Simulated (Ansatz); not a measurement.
## Ni (dhcp): energy against volume

All numbers below come from DFT, revPBE, plane waves (420 eV) with PAW, scalar-relativistic (Ansatz 0.2.0). The PAW files were generated under PBE, with cores re-solved for the functional.

The cell is scaled uniformly from the relaxed one, with fractional coordinates and shape fixed. Energies are extrapolated to zero smearing, pressures are those at the given smearing. Magnetic state: ferromagnetic.

A Birch-Murnaghan fit gives V₀ = 11.12 Å³/atom, B₀ = 182 GPa, B₀′ = 5.1.

Question: What are the energy above the minimum and the pressure at 9.809 Å³/atom?

Answer: 114.0 meV/atom and 31.69 GPa as computed.

Question: What are the energy above the minimum and the pressure at 10.255 Å³/atom?

Answer: 45.5 meV/atom and 18.41 GPa as computed.

Question: What are the energy above the minimum and the pressure at 12.484 Å³/atom?

Answer: 75.1 meV/atom and -15.70 GPa as computed.
